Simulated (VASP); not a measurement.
# ZnS (F-43m) in VASP: a series of runs

The runs below take ZnS through single point, with PBE.

All numbers are computed with VASP 6.6.1; they aren't measurements. Logs are shortened: lines on timing, memory, paths and dates and some standing lists are left out, and cuts for length are marked.

**The experiment to reproduce.**

From “Electronic, vibrational, and thermodynamic properties of ZnS (zincblende and rocksalt structure)”, 2009, arxiv:0911.5022, for a bulk crystal of ZnS at 19 K: band gap 3.85 eV (direct).

The results are compared with them further down.

## (1) Starting point

It takes space group F-43m (No. 216, cubic). Conventional cell: a = 5.404 Å, b = 5.404 Å, c = 5.404 Å, α = 90.00°, β = 90.00°, γ = 90.00°. Zn (site symmetry -43m) has 4 S at 2.34 Å as nearest neighbours. Around S (site symmetry -43m) lie 4 Zn at 2.34 Å.

## (2) Single point, PBE

Input file INCAR:

```
ALGO = Fast
EDIFF = 1E-7
ENCUT = 520
GGA = PE
ISIF = 2
ISMEAR = 0
LASPH = True
LCHARG = False
LREAL = False
LWAVE = False
NELM = 100
PREC = Accurate
SIGMA = 0.02
```

Input file KPOINTS:

```
k-points
0
Gamma
  4 4 4
```

Input file POSCAR:

```
ZnS
1.0
    0.0000000000      2.7020000000      2.7020000000
    2.7020000000      0.0000000000      2.7020000000
    2.7020000000      2.7020000000      0.0000000000
Zn S
1 1
Direct
    0.2500000000      0.2500000000      0.2500000000
    0.0000000000      0.0000000000      0.0000000000
```

Potentials or basis: VASP PAW PBE potentials, release 64 (Zn, S).

Started as:

```bash
> cat potpaw_PBE.64/Zn/POTCAR potpaw_PBE.64/S/POTCAR > POTCAR
> mpirun -np 1 vasp_std > vasp.out
```

OUTCAR:

```text
EDIFF = 1E-7
   ENCUT = 520
   GGA = PE
   ISIF = 2
   ISMEAR = 0
   LASPH = True
   LREAL = False
   NELM = 100
   PREC = Accurate

 ion  position               nearest neighbor table
   1  0.250  0.250  0.250-   2 2.34   2 2.34   2 2.34   2 2.34
   2  0.000  0.000  0.000-   1 2.34   1 2.34   1 2.34   1 2.34

  LATTYP: Found a face centered cubic cell.
 ALAT       =     5.4040000000

  Lattice vectors:

 A1 = (   0.0000000000,   2.7020000000,   2.7020000000)
 A2 = (   2.7020000000,   0.0000000000,   2.7020000000)
 A3 = (   2.7020000000,   2.7020000000,   0.0000000000)

Analysis of symmetry for initial positions (statically):
=====================================================================
 Subroutine PRICEL returns:
 Original cell was already a primitive cell.

 Routine SETGRP: Setting up the symmetry group for a
 face centered cubic supercell.

 Subroutine GETGRP returns: Found 24 space group operations
 (whereof 24 operations were pure point group operations)
 out of a pool of 48 trial point group operations.

The static configuration has the point symmetry T_d .

Analysis of symmetry for dynamics (positions and initial velocities):
=====================================================================
 Subroutine PRICEL returns:
 Original cell was already a primitive cell.

 Routine SETGRP: Setting up the symmetry group for a
 face centered cubic supercell.

 Subroutine GETGRP returns: Found 24 space group operations
 (whereof 24 operations were pure point group operations)
 out of a pool of 48 trial point group operations.

The dynamic configuration has the point symmetry T_d .

 Subroutine INISYM returns: Found 24 space group operations
 (whereof 24 operations are pure point group operations),
 and found     1 'primitive' translations

----------------------------------------------------------------------------------------

                                     Primitive cell

  volume of cell :      39.4535

  direct lattice vectors                    reciprocal lattice vectors
     0.000000000  2.702000000  2.702000000    -0.185048113  0.185048113  0.185048113
     2.702000000  0.000000000  2.702000000     0.185048113 -0.185048113  0.185048113
     2.702000000  2.702000000  0.000000000     0.185048113  0.185048113 -0.185048113

  length of vectors
     3.821205046  3.821205046  3.821205046     0.320512733  0.320512733  0.320512733

  position of ions in fractional coordinates (direct lattice)
     0.250000000  0.250000000  0.250000000
     0.000000000  0.000000000  0.000000000
[... 71 lines left out ...]
   NELECT =      18.0000    total number of electrons
   NUPDOWN=      -1.0000    fix difference up-down
   EMIN   =  10.00;   EMAX   =-10.00  energy-range for DOS
   EFERMI =   0.00;   METHOD = LEGACY
   ISMEAR =     0;   SIGMA  =   0.02  broadening in eV -4-tet -1-fermi 0-gaus
   EFERMI_NEDOS =   21; number of points for ismear=-14 and -15
   IALGO  =     68    algorithm
   IMIX   =      4    mixing-type and parameters
     AMIX     =   0.40;   BMIX     =  1.00
     AMIX_MAG =   1.60;   BMIX_MAG =  1.00
  volume/ion in A,a.u.               =      19.73       133.12
  Fermi-wavevector in a.u.,A,eV,Ry     =   1.260290  2.381602 21.610537  1.588330
  Thomas-Fermi vector in A             =   2.393807
   LORBIT       =      0    0 simple, 1 ext, 2 COOP (PROOUT), +10 PAW based schemes
   GGA     = PE    functional components
   LHFCALC =     F    Hartree Fock is set to
   AEXX    =    0.0000 exact exchange contribution
   IVDW    =     0    specifies the selected vdW correction
   LEPSILON=     F    determine dielectric tensor
   LRPA    =     F    only Hartree local field effects (RPA)
 non-spin polarized calculation
 RMM-DIIS sequential band-by-band and
 Gauss-broadening in eV      SIGMA  =   0.02
  energy-cutoff  :      520.00
  volume of cell :       39.45
 maximum number of plane-waves:      1068
   NGX = 15   NGY = 15   NGZ = 15

 number of electron      18.0000000 magnetization

 Free energy of the ion-electron system (eV)
  ---------------------------------------------------
  ext. energy  EPLUGINS =         0.00000000
  ---------------------------------------------------
  free energy    TOTEN  =        -6.80042256 eV

  energy without entropy =       -6.80042256  energy(sigma->0) =       -6.80042256

 E-fermi :   2.2894     XC(G=0):  -9.6193

 val. band max:        2.1318763048   @ k =   0.0000   0.0000   0.0000
 cond. band min:       4.2370035803   @ k =   0.0000   0.0000   0.0000
 fundamental gap:      2.1051272755
 Fermi energy:         2.2893988227

 k-point     1 :       0.0000    0.0000    0.0000
  band No.  band energies     occupation
      1     -11.0070      2.00000
      2      -4.2293      2.00000
      3      -4.2293      2.00000
      4      -4.2293      2.00000
      5      -3.7343      2.00000
      6      -3.7343      2.00000
      7       2.1319      2.00000
      8       2.1319      2.00000
      9       2.1319      2.00000
     10       4.2370      0.00000
     11       8.5114      0.00000
     12       8.5114      0.00000
     13       8.5114      0.00000
[... 98 lines left out ...]
  band No.  band energies     occupation
      1      -9.7579      2.00000
      2      -4.0967      2.00000
      3      -3.9490      2.00000
      4      -3.7917      2.00000
      5      -3.7712      2.00000
      6      -3.3328      2.00000
      7      -2.4659      2.00000
      8      -0.6215      2.00000
      9      -0.5894      2.00000
     10       7.8267      0.00000
     11       8.1616      0.00000
     12       9.9918      0.00000
     13      10.3661      0.00000

------------------------ aborting loop because EDIFF is reached ----------------------------------------

  FORCE on cell =-STRESS in cart. coord.  units (eV):
  Direction    XX          YY          ZZ          XY          YZ          ZX
  --------------------------------------------------------------------------------------
  -------------------------------------------------------------------------------------
  Total        0.5375180      0.5375180      0.5375180     -0.0000000     -0.0000000     -0.0000000
  in kB       21.8281827     21.8281827     21.8281827     -0.0000000     -0.0000000     -0.0000000
  external PRESSURE =      21.8281827 kB  Pullay stress =       0.0000000 kB

 VOLUME and BASIS-vectors are now :
 -----------------------------------------------------------------------------
  energy-cutoff  :      520.00
  volume of cell :       39.45
      direct lattice vectors                 reciprocal lattice vectors
     0.000000000  2.702000000  2.702000000    -0.185048113  0.185048113  0.185048113
     2.702000000  0.000000000  2.702000000     0.185048113 -0.185048113  0.185048113
     2.702000000  2.702000000  0.000000000     0.185048113  0.185048113 -0.185048113

 POSITION                                       TOTAL-FORCE (eV/Angst)
 -----------------------------------------------------------------------------------
      1.35100      1.35100      1.35100         0.000000      0.000000      0.000000
      0.00000      0.00000      0.00000        -0.000000     -0.000000     -0.000000
 -----------------------------------------------------------------------------------
    total drift:                               -0.000001     -0.000001     -0.000001

  FREE ENERGIE OF THE ION-ELECTRON SYSTEM (eV)
  ---------------------------------------------------
  free  energy   TOTEN  =        -6.8004225645 eV

  energy  without entropy=       -6.8004225645  energy(sigma->0) =       -6.80042256
```

stdout:

```text
POSCAR found type information on POSCAR ZnS
 POSCAR found :  2 types and       2 ions
 scaLAPACK will be used
 LDA part: xc-table for (Slater+PW92), standard interpolation
 POSCAR, INCAR and KPOINTS ok, starting setup
 FFT: planning ... GRIDC
 FFT: planning ... GRID_SOFT
 FFT: planning ... GRID
 WAVECAR not read
 entering main loop
```

Wall time 9.5 s (1 thread of Intel Xeon Platinum 8259CL at 2.50GHz (Skylake/Cascade Lake), shared host); peak memory 0.14 GiB.

Results:

| Item | Value |
| --- | --- |
| Free energy | -6.8004 eV |
| Pressure | 2.2 GPa |
| Band gap on the k mesh | 2.11 eV, direct |

Caveat: the k mesh is coarse (spacing up to 0.50 Å⁻¹), so the values aren't converged.

## (3) Single point, PBE

INCAR is that of step 2.

Input file KPOINTS:

```
k-points
0
Gamma
  6 6 6
```

POSCAR is that of step 2.

Potentials or basis: VASP PAW PBE potentials, release 64 (Zn, S).

Started as:

```bash
> cat potpaw_PBE.64/Zn/POTCAR potpaw_PBE.64/S/POTCAR > POTCAR
> mpirun -np 1 vasp_std > vasp.out
```

OUTCAR:

```text
EDIFF = 1E-7
   ENCUT = 520
   GGA = PE
   ISIF = 2
   ISMEAR = 0
   LASPH = True
   LREAL = False
   NELM = 100
   PREC = Accurate

 ion  position               nearest neighbor table
   1  0.250  0.250  0.250-   2 2.34   2 2.34   2 2.34   2 2.34
   2  0.000  0.000  0.000-   1 2.34   1 2.34   1 2.34   1 2.34

  LATTYP: Found a face centered cubic cell.
 ALAT       =     5.4040000000

  Lattice vectors:

 A1 = (   0.0000000000,   2.7020000000,   2.7020000000)
 A2 = (   2.7020000000,   0.0000000000,   2.7020000000)
 A3 = (   2.7020000000,   2.7020000000,   0.0000000000)

Analysis of symmetry for initial positions (statically):
=====================================================================
 Subroutine PRICEL returns:
 Original cell was already a primitive cell.

 Routine SETGRP: Setting up the symmetry group for a
 face centered cubic supercell.

 Subroutine GETGRP returns: Found 24 space group operations
 (whereof 24 operations were pure point group operations)
 out of a pool of 48 trial point group operations.

The static configuration has the point symmetry T_d .

[... 165 lines left out ...]
      4      -4.2316      2.00000
      5      -3.7336      2.00000
      6      -3.7336      2.00000
      7       2.1090      2.00000
      8       2.1090      2.00000
      9       2.1090      2.00000
     10       4.2228      0.00000
     11       8.5041      0.00000
     12       8.5041      0.00000
     13       8.5041      0.00000
[... 226 lines left out ...]
  band No.  band energies     occupation
      1      -9.7874      2.00000
      2      -4.1398      2.00000
      3      -3.9376      2.00000
      4      -3.8498      2.00000
      5      -3.7105      2.00000
      6      -3.3793      2.00000
      7      -2.4700      2.00000
      8      -0.5142      2.00000
      9      -0.4889      2.00000
     10       6.9563      0.00000
     11       7.4579      0.00000
     12      11.1215      0.00000
     13      11.1613      0.00000

------------------------ aborting loop because EDIFF is reached ----------------------------------------

  FORCE on cell =-STRESS in cart. coord.  units (eV):
  Direction    XX          YY          ZZ          XY          YZ          ZX
  --------------------------------------------------------------------------------------
  -------------------------------------------------------------------------------------
  Total        0.4391953      0.4391953      0.4391953     -0.0000000      0.0000000     -0.0000000
  in kB       17.8353767     17.8353767     17.8353767     -0.0000000      0.0000000     -0.0000000
  external PRESSURE =      17.8353767 kB  Pullay stress =       0.0000000 kB

 VOLUME and BASIS-vectors are now :
 -----------------------------------------------------------------------------
  energy-cutoff  :      520.00
  volume of cell :       39.45
      direct lattice vectors                 reciprocal lattice vectors
     0.000000000  2.702000000  2.702000000    -0.185048113  0.185048113  0.185048113
     2.702000000  0.000000000  2.702000000     0.185048113 -0.185048113  0.185048113
     2.702000000  2.702000000  0.000000000     0.185048113  0.185048113 -0.185048113

 POSITION                                       TOTAL-FORCE (eV/Angst)
 -----------------------------------------------------------------------------------
      1.35100      1.35100      1.35100         0.000000     -0.000000     -0.000000
      0.00000      0.00000      0.00000         0.000000      0.000000      0.000000
 -----------------------------------------------------------------------------------
    total drift:                               -0.000001     -0.000001     -0.000001

  FREE ENERGIE OF THE ION-ELECTRON SYSTEM (eV)
  ---------------------------------------------------
  free  energy   TOTEN  =        -6.8441935016 eV

  energy  without entropy=       -6.8441935016  energy(sigma->0) =       -6.84419350
```

stdout:

```text
POSCAR found type information on POSCAR ZnS
 POSCAR found :  2 types and       2 ions
 scaLAPACK will be used
 LDA part: xc-table for (Slater+PW92), standard interpolation
 POSCAR, INCAR and KPOINTS ok, starting setup
 FFT: planning ... GRIDC
 FFT: planning ... GRID_SOFT
 FFT: planning ... GRID
 WAVECAR not read
 entering main loop
```

Wall time 14 s (1 thread of Intel Xeon Platinum 8259CL at 2.50GHz (Skylake/Cascade Lake), shared host); peak memory 0.15 GiB.

Results:

* Free energy: -6.8442 eV
* Pressure: 1.8 GPa
* Band gap on the k mesh: 2.11 eV, direct

## (4) Single point, PBE

INCAR is that of step 3.

KPOINTS is that of step 3.

POSCAR is that of step 3.

Started as:

```bash
> cat potpaw_PBE.64/Zn/POTCAR potpaw_PBE.64/S/POTCAR > POTCAR
> mpirun -np 1 vasp_std > vasp.out
```

Run time: 15 s. Hardware: 1 thread of Intel Xeon Platinum 8259CL at 2.50GHz (Skylake/Cascade Lake), shared host; peak memory 0.15 GiB.

The run converged. Its results:

```
Free energy            : -6.8442 eV
Pressure               : 1.8 GPa
Band gap on the k mesh : 2.11 eV, direct
```

Levels at points of the mesh, in eV from the valence-band top:
```csv
k point,band 5,band 6,band 7,band 8,band 9,band 10,band 11,band 12,band 13
"(0.00, 0.00, 0.00)",-5.84,-5.84,0.00,0.00,0.00,2.11,6.40,6.40,6.40
"(0.50, 0.00, 0.00)",-5.81,-5.64,-5.29,-0.87,-0.87,3.31,6.93,6.93,8.88
"(0.50, 0.50, 0.00)",-5.77,-5.63,-4.56,-2.22,-2.22,3.41,4.07,10.98,11.97
```

## (5) Single point, PBE

INCAR is that of step 4.

Input file KPOINTS:

```
k-points
0
Gamma
  8 8 8
```

POSCAR is that of step 4.

Started as:

```bash
> cat potpaw_PBE.64/Zn/POTCAR potpaw_PBE.64/S/POTCAR > POTCAR
> mpirun -np 1 vasp_std > vasp.out
```

Run time: 29 s. Hardware: 1 thread of Intel Xeon Platinum 8259CL at 2.50GHz (Skylake/Cascade Lake), shared host; peak memory 0.15 GiB.

The run converged. Its results:

* Free energy: -6.8471 eV
* Pressure: 1.8 GPa
* Band gap on the k mesh: 2.11 eV, direct

Levels at points of the mesh, in eV from the valence-band top:
```tsv
k point	band 6	band 7	band 8	band 9	band 10	band 11	band 12	band 13
(0.00, 0.00, 0.00)	-5.84	0.00	0.00	0.00	2.11	6.40	6.40	6.40
(0.50, 0.00, 0.00)	-5.64	-5.29	-0.87	-0.87	3.31	6.93	6.93	8.88
(0.50, 0.50, 0.00)	-5.62	-4.56	-2.22	-2.22	3.41	4.07	10.98	11.97
```

## (6) The runs side by side

| k mesh | mesh quality | gap on the mesh (eV) | pressure (GPa) |
| --- | --- | --- | --- |
| 4 × 4 × 4 | coarse | 2.11 | 2.2 |
| 6 × 6 × 6 | not flagged | 2.11 | 1.8 |
| 8 × 8 × 8 | not flagged | 2.11 | 1.8 |

Alike in all rows: task single point; level PBE; potentials or basis VASP PAW PBE potentials, release 64 (Zn, S); no spin polarisation; cell as given; cutoff (eV) 520; smearing gaussian 0.02 eV.

Caveats: some runs use coarse meshes.

Absolute energies hang on the potentials; compare differences alone.

## (7) How close it comes

Step 3. Against the measured gap of ZnS, 3.85 eV (direct; 19 K; quoted in “Electronic, vibrational, and thermodynamic properties of ZnS (zincblende and rocksalt structure)”, 2009, arxiv:0911.5022), the calculated 2.11 eV is off by -1.74 eV. The value is that of PBE, without temperature or zero-point motion. Semilocal functionals fall short of measured gaps as a rule.

Step 4. Measured gap of ZnS: 3.85 eV (direct; 19 K; quoted in “Electronic, vibrational, and thermodynamic properties of ZnS (zincblende and rocksalt structure)”, 2009, arxiv:0911.5022). This calculation gives 2.11 eV (-1.74 eV). The value is that of PBE, without temperature or zero-point motion. Semilocal functionals fall short of measured gaps as a rule.

Step 5. A measured gap of ZnS is 3.85 eV (direct; 19 K; quoted in “Electronic, vibrational, and thermodynamic properties of ZnS (zincblende and rocksalt structure)”, 2009, arxiv:0911.5022); the calculated 2.11 eV misses it by -1.74 eV. The value is that of PBE, without temperature or zero-point motion. Semilocal functionals fall short of measured gaps as a rule.
